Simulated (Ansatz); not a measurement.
# KBr: pressure series

Start from KBr in the rock salt structure (space group Fm-3m, No. 225; a = 6.705 Å).

Cell and atoms are relaxed at each pressure.

Level of theory: PBE (Ansatz, a quantum-chemistry and plane-wave program; PAW; 420 eV plane waves; without spin-orbit coupling).

```csv
P (GPa),V (Å³/atom)
-1.99,51.032
-0.99,41.308
0.31,36.879
0.71,35.953
1.50,34.450
3.00,32.313
5.00,30.271
7.50,28.423
10.00,27.021
```

Q: Fit a third-order Birch–Murnaghan equation of state.

A: Least squares on P(V) = (3B₀/2)[(V₀/V)^(7/3) − (V₀/V)^(5/3)]·[1 + (3/4)(B₀′ − 4)((V₀/V)^(2/3) − 1)] gives V₀ = 37.69 Å³/atom, B₀ = 13 GPa and B₀′ = 4.8.

Measured bulk modulus of KBr: 17.9 GPa (0 K or low temperature; as listed in Klaus Doll, Hermann Stoll, Phys. Rev. B (1998)); the computed value is 25 % below it.

Between the base and pressure 1.5 GPa the gap moves from 4.31 eV to 4.55 eV, a mean slope of 160 meV/GPa.

Load acts through the strain it causes; cell and atoms are relaxed under it. Whether these cells are dynamically stable was not tested. No other phases were tried under pressure.
